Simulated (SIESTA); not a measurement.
Crystal: SiO2.

```xyz
6
Lattice="-2.4773 2.4773 3.6557 2.4773 -2.4773 3.6557 2.4773 2.4773 -3.6557" Properties=species:S:1:pos:R:3 pbc="T T T"
Si    0.0000    2.4773    1.8278
Si    0.0000    0.0000    0.0000
O    -0.4795    3.7159    0.9139
O    -1.2386    1.9978    2.7418
O     1.2386    2.9568    2.7418
O     0.4795    1.2386    0.9139
```

The cell comes from a database or a generator and needn't be the stable form of this composition.

Base run:

```yaml
Program: SIESTA 5.4.2
Functional: PBEsol
Potentials_or_basis: PseudoDojo 0.4 standard (PBEsol files)
Basis: DZP (energy shift 0.003 Ry)
Grid_cutoff: 800 Ry
Energy_shift: 0.003 Ry
k_mesh: 8 × 8 × 8
Occupations: fermi-dirac, width 0.05 eV
Spin: no spin polarisation
```

Its results: band gap on the k mesh 6.61 eV, indirect (least direct gap 6.63 eV); pressure 4.3 GPa; largest force 0.517 eV/Å.

Question: The run is repeated on the same cell with these changes: functional from PBEsol to LDA; potentials or basis from PseudoDojo 0.4 standard (PBEsol files) to PseudoDojo 0.4 standard (LDA files). What comes out?

Answer: Band gap on the k mesh 6.52 eV, indirect (least direct gap 6.55 eV); pressure -0.1 GPa; largest force 0.225 eV/Å.

Caveats: the basis of atomic orbitals isn't converged, which shifts pressures, moduli and gaps.
